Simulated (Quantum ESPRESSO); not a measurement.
A run of Quantum ESPRESSO 7.5 is set up as follows.

The input pw.in:

```
&CONTROL
  calculation = 'scf'
  prefix = 'pwscf'
  outdir = './tmp'
  pseudo_dir = './pseudo'
  tprnfor = .true.
  tstress = .true.
  disk_io = 'low'
/
&SYSTEM
  ibrav = 0
  nat = 2
  ntyp = 2
  ecutwfc = 45
  ecutrho = 360
  nbnd = 9
  input_dft = 'XC-000I-000I-120L-135L-000I-000I'
  occupations = 'smearing'
  smearing = 'fd'
  degauss = 0.00367493
/
&ELECTRONS
  conv_thr = 4d-10
  electron_maxstep = 120
  mixing_beta = 0.5
/
ATOMIC_SPECIES
P     30.9738 p_pbe_v1.5.uspp.F.UPF
B     10.8100 b_pbe_v1.4.uspp.F.UPF
CELL_PARAMETERS angstrom
   0.0000000000    2.2690000000    2.2690000000
   2.2690000000    0.0000000000    2.2690000000
   2.2690000000    2.2690000000    0.0000000000
ATOMIC_POSITIONS angstrom
P      3.4035000000    3.4035000000    3.4035000000
B      0.0000000000    0.0000000000    0.0000000000
K_POINTS automatic
8 8 8 1 1 1
```

File scf2.in:

```
&CONTROL
  calculation = 'scf'
  prefix = 'pwscf'
  outdir = './tmp'
  pseudo_dir = './pseudo'
  tprnfor = .true.
  tstress = .true.
  disk_io = 'low'
/
&SYSTEM
  ibrav = 0
  nat = 2
  ntyp = 2
  ecutwfc = 45
  ecutrho = 360
  nbnd = 9
  input_dft = 'XC-000I-000I-120L-135L-000I-000I'
  occupations = 'fixed'
/
&ELECTRONS
  conv_thr = 1d-13
  electron_maxstep = 120
  mixing_beta = 0.5
  startingpot = 'file'
  startingwfc = 'file'
/
ATOMIC_SPECIES
P     30.9738 p_pbe_v1.5.uspp.F.UPF
B     10.8100 b_pbe_v1.4.uspp.F.UPF
CELL_PARAMETERS angstrom
   0.0000000000    2.2690000000    2.2690000000
   2.2690000000    0.0000000000    2.2690000000
   2.2690000000    2.2690000000    0.0000000000
ATOMIC_POSITIONS angstrom
P      3.4035000000    3.4035000000    3.4035000000
B      0.0000000000    0.0000000000    0.0000000000
K_POINTS automatic
8 8 8 1 1 1
```

ph.in

```
dielectric of BP
&INPUTPH
  prefix = 'pwscf'
  outdir = './tmp'
  tr2_ph = 1d-18
  fildyn = 'dyn'
  niter_ph = 90
  alpha_mix(1) = 0.7
  epsil = .true.
  trans = .false.
  zeu = .true.
/
0.0000000000 0.0000000000 0.0000000000
```

Potentials or basis: GBRV 1.5 PBE.

Run with:

```console
$ OMP_NUM_THREADS=1 pw.x -in pw.in > pw.out
$ OMP_NUM_THREADS=1 pw.x -in scf2.in > scf2.out
$ OMP_NUM_THREADS=1 ph.x -in ph.in > ph.out
```

What does it give for the electronic dielectric tensor (diagonal)?

9.35.

Predict the Born charges (mean of the diagonal).

P +0.54; B -0.54 e.

Estimate the pressure.

-2.3 GPa.

Born effective charge tensors (e):
atom 1, P
```
0.54 0.00 0.00
0.00 0.54 0.00
0.00 0.00 0.54
```
atom 2, B
```
-0.54  0.00  0.00
 0.00 -0.54  0.00
 0.00  0.00 -0.54
```

Caveat: the potentials were made for another functional, which shifts forces and pressure.
